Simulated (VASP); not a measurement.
## CdS: equation of state with PBE

CdS:

```xyz
2
Lattice="0.0000 2.7532 2.7532 2.7532 0.0000 2.7532 2.7532 2.7532 0.0000" Properties=species:S:1:pos:R:3 pbc="T T T"
Cd    0.0000    0.0000    0.0000
S     2.7532    2.7532    2.7532
```

Measurements of this composition are mostly on another form, of space group No. 186.

```yaml
Program: VASP 6.6.1
Task: equation of state
Functional: PBE
Potentials_or_basis: VASP PAW PBE potentials, release 64 (Cd, S)
Cutoff: 520 eV
k_mesh: 8 × 8 × 8
Occupations: fermi-dirac, width 0.05 eV
Spin: no spin polarisation
Further_INCAR_settings: ALGO = Normal; EDIFF = 1e-07; NBANDS = 16
```

- Equilibrium volume: 20.86 Å³/atom
- Bulk modulus: 72 GPa
- Pressure derivative of the bulk modulus: 4.7

Energy against volume, from the lowest point:
```tsv
volume (Å³/atom)	energy (meV/atom)
19.618	18.62
20.036	7.88
20.453	1.83
20.871	0.00
21.288	1.91
21.705	7.15
22.123	15.37
```

All runs of the series together: 2.4 min on 1 thread of Intel(R) Xeon(R) Platinum 8488C (Sapphire Rapids), on a shared host.
